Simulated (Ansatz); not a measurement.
The system is GaAs.

```
CELL_PARAMETERS angstrom
3.81014 0.00000 0.00000
0.00000 3.81014 0.00000
0.00000 0.00000 2.73891
ATOMIC_POSITIONS crystal
Ga 0.50000 0.50000 0.50000
As 0.00000 0.00000 0.50000
```

The cell was built by a generator and needn't be a form met in nature.

| Item | Value |
| --- | --- |
| Program | Ansatz 0.2.0 |
| Task | relaxation of cell and atoms |
| Functional | HSE03 |
| Potentials or basis | Ansatz PAW |
| Cutoff | 420 eV (not typed: the program's choice for these potentials) |
| k mesh | 4 × 4 × 5 |
| Occupations | fermi-dirac, width 0.05 eV |
| Spin | no spin polarisation |

At the start: volume 19.88 Å³/atom.

**Question.** How do energy, volume and symmetry change on relaxing?

**Answer.** It ends after 7 steps and the volume is 19.65 Å³/atom (-1.2 %); space group P4/mmm (No. 123, to 0.05 Å).

Step by step:
```tsv
step	energy change (eV)	largest force (eV/Å)	volume (Å³)
1	0.0000	0.0000	39.76
2	-0.1599	0.0000	39.38
3	-0.1662	0.0000	38.32
4	-0.1910	0.0000	39.83
5	-0.1928	0.0000	39.35
6	-0.1929	0.0000	39.30
7	-0.1926	0.0000	39.30
```

Final structure:
```
CELL_PARAMETERS angstrom
3.93452 0.00000 0.00000
0.00000 3.93452 0.00000
0.00000 0.00000 2.53836
ATOMIC_POSITIONS crystal
Ga 0.50000 0.50000 0.50000
As 0.00000 0.00000 0.50000
```

Caveat: the k mesh is coarse (spacing up to 0.46 Å⁻¹), so the values aren't converged, least of all with exact exchange; the plane-wave basis is chosen anew once the cell has moved, so the energies of steps on either side of that aren't comparable; the PAW data sets come from PBE, with cores solved anew for the run's functional, which leaves a small shift of forces and pressure.
